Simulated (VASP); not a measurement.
# KCl: molecular dynamics with a thermostat

KCl, Fm-3m (no. 225), 8 atoms in the cell. PBE, molecular dynamics; PAW potentials K_pv, Cl (PBE set).

Ensemble: Nose-Hoover chain; Target temperature (K): 1600.

## Input

INCAR:
```
ALGO = Normal ; EDIFF = 1E-6
ENCUT = 260 ; GGA = PE
IBRION = 0 ; ISIF = 2
ISMEAR = 0 ; ISYM = 0
KPAR = 2 ; LASPH = True
LCHARG = False ; LREAL = Auto
LWAVE = False ; MDALGO = 4
NELM = 60 ; NELMIN = 4
NHC_NCHAINS = 3 ; NHC_PERIOD = 30
NSW = 60 ; POTIM = 2.0
PREC = Normal ; RANDOM_SEED = 308590 0 0
SIGMA = 0.05 ; TEBEG = 1600
```

KPOINTS:
```
k-points
0
Monkhorst-Pack
  2 2 2
```

POSCAR:
```
KCl
1.0
    6.2929400000      0.0000000000      0.0000000000
    0.0000000000      6.2929400000      0.0000000000
    0.0000000000      0.0000000000      6.2929400000
K Cl
4 4
Direct
    0.0000000000      0.0000000000      0.0000000000
    0.0000000000      0.5000000000      0.5000000000
    0.5000000000      0.0000000000      0.5000000000
    0.5000000000      0.5000000000      0.0000000000
    0.5000000000      0.0000000000      0.0000000000
    0.5000000000      0.5000000000      0.5000000000
    0.0000000000      0.0000000000      0.5000000000
    0.0000000000      0.5000000000      0.0000000000
```

Commands:
```
cat potpaw_PBE.64/K_pv/POTCAR potpaw_PBE.64/Cl/POTCAR > POTCAR
mpirun -np 2 vasp_std > vasp.out
```

## Result

- Mean temperature (K): 1240
- Rise of the mean potential energy above the start (meV/atom): 86.4
- Electronic steps per ionic step after the first: 4.1

Course of the run:

| Time (fs) | Temperature (K) | Potential energy less the first (meV/atom) |
|---|---|---|
| 2 | 1600 | 0.0 |
| 12 | 1519 | 9.2 |
| 20 | 1345 | 29.2 |
| 30 | 1041 | 65.3 |
| 38 | 816 | 93.3 |
| 48 | 702 | 111.2 |
| 56 | 779 | 108.7 |
| 66 | 1012 | 95.8 |
| 74 | 1235 | 87.0 |
| 84 | 1491 | 84.1 |
| 92 | 1625 | 90.6 |
| 102 | 1630 | 112.6 |
| 110 | 1475 | 142.9 |
| 120 | 1163 | 188.6 |

REPORT:
```
MDALGO =   4
           NHC_NCHAINS =   3
            NHC_PERIOD =    30
            NHC_NRESPA =    1
                NHC_NS =  1
               SCALING =       0
                 CNEXP =     9.000   14.000
           RANDOM_SEED =            308590                0                0

   original number of atomic DOF:         21
   number of independent constraints:      0
   number of active DOF:                  21

========================================
         MD step No.       1
========================================

  Atomic velocities initialized by STEP_tb

  >Nose-Hoover_chains
                       xs       vs(fs^-1)
   nhc_s>  -0.11509631E-10  -0.23016864E-10
   nhc_s>  -0.13889371E-03  -0.27779707E-03
   nhc_s>  -0.13888889E-03  -0.27773919E-03

  >Energies
                    E_tot             E_pot             E_kin               EPS                ES
   e_b>   -0.25598569E+02   -0.27046290E+02    0.14477207E+01    0.38296832E-04   -0.38300190E-04

  >Temperature
               T_sim     T_inst
   tmprt>   1600.000   1600.000

           RANDOM_SEED =            308590               48                0

[... steps left out ...]

========================================
         MD step No.      60
========================================

  >Nose-Hoover_chains
                       xs       vs(fs^-1)
   nhc_s>  -0.49495446E+00  -0.31437994E-02
   nhc_s>   0.62840253E+00   0.35037305E-01
   nhc_s>  -0.10149633E+01   0.86714017E-02

  >Energies
                    E_tot             E_pot             E_kin               EPS                ES
   e_b>   -0.25596909E+02   -0.25537846E+02    0.10525056E+01    0.37484195E+00   -0.14864100E+01

  >Temperature
               T_sim     T_inst
   tmprt>   1600.000   1163.214

           RANDOM_SEED =            308590               48                0
```

OSZICAR:
```
N       E                     dE             d eps       ncg     rms          rms(c)
DAV:   1     0.312787009634E+03    0.31279E+03   -0.16974E+04   296   0.884E+02
DAV:   2    -0.204634610572E+01   -0.31483E+03   -0.31209E+03   363   0.244E+02
DAV:   3    -0.278057639621E+02   -0.25759E+02   -0.25729E+02   271   0.667E+01
DAV:   4    -0.281609789268E+02   -0.35521E+00   -0.35493E+00   350   0.937E+00
DAV:   5    -0.281665044223E+02   -0.55255E-02   -0.55254E-02   343   0.113E+00    0.665E+00
DAV:   6    -0.270382297280E+02    0.11283E+01   -0.28196E+00   299   0.596E+00    0.564E+00
DAV:   7    -0.269867810781E+02    0.51449E-01   -0.65807E-01   299   0.322E+00    0.325E+00
DAV:   8    -0.270384318746E+02   -0.51651E-01   -0.68464E-02   270   0.144E+00    0.269E-01
DAV:   9    -0.270424931027E+02   -0.40612E-02   -0.39712E-03   328   0.321E-01    0.190E-01
DAV:  10    -0.270462568673E+02   -0.37638E-02   -0.50357E-03   304   0.337E-01    0.269E-02
DAV:  11    -0.270462759625E+02   -0.19095E-04   -0.26604E-04   320   0.794E-02    0.173E-02
DAV:  12    -0.270462787384E+02   -0.27759E-05   -0.10569E-05   304   0.144E-02    0.129E-02
[... left out ...]
     58 T=  1290. E= -.25589436E+02 F= -.25681998E+02 E0= -.25681998E+02  EK= 0.11754E+01 SP= -.15E+01 SK= 0.39E+00
     59 T=  1226. E= -.25589918E+02 F= -.25608223E+02 E0= -.25608223E+02  EK= 0.11161E+01 SP= -.15E+01 SK= 0.38E+00
[... last step whole ...]
       N       E                     dE             d eps       ncg     rms          rms(c)
DAV:   1    -0.255377331468E+02    0.70491E-01   -0.23706E-02   411   0.234E+00    0.444E-02
DAV:   2    -0.255378450556E+02   -0.11191E-03   -0.11742E-03   276   0.165E-01    0.261E-02
DAV:   3    -0.255378463305E+02   -0.12749E-05   -0.14209E-05   352   0.190E-02    0.156E-02
DAV:   4    -0.255378461461E+02    0.18440E-06   -0.79277E-07   207   0.489E-03
     60 T=  1163. E= -.25590305E+02 F= -.25537846E+02 E0= -.25537846E+02  EK= 0.10591E+01 SP= -.15E+01 SK= 0.37E+00
```

Limits: 120 fs of 8 atoms are too short for converged averages.

VASP 6.6.1 took 414 s on 2 cores (AMD EPYC 7R43 (Zen 3)), a shared host.
